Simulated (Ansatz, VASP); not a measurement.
## Na2S: VASP beside Ansatz

```
Na S
1.0
     0.00000    3.27350    3.27350
     3.27350    0.00000    3.27350
     3.27350    3.27350    0.00000
Na S
2 1
Direct
  0.25000 0.25000 0.25000
  0.75000 0.75000 0.75000
  0.00000 0.00000 0.00000
```

Alike in both runs: functional PBE; k mesh 7 × 7 × 7; occupations fermi-dirac, width 0.02 eV; no spin polarisation.

Ansatz relaxed the structure, and its values are those at the end. VASP's run is a single point on that final structure, the one shown.

|  | VASP | Ansatz |
| --- | --- | --- |
| version | VASP 6.6.1 | Ansatz 0.2.0 |
| potentials or method | VASP PAW PBE potentials, release 64 (Na_pv, S) | plane-wave PAW, scalar-relativistic |
| plane-wave cutoff (eV) | 520 | 420 |
| valence electrons in the cell | 20 | 24 |

|  | VASP | Ansatz | Ansatz less VASP |
| --- | --- | --- | --- |
| gap on the k mesh at the Fermi level (eV) | 2.48 | 2.48 | +0.002 |
| pressure (GPa) | 0.3 | 0.3 | -0.02 |

With one functional, cell and mesh, what is left measures potentials, basis and numerics. The two sets of potentials don't hold the same shells in valence. Ansatz warned: «stress_scf_threshold_loose».
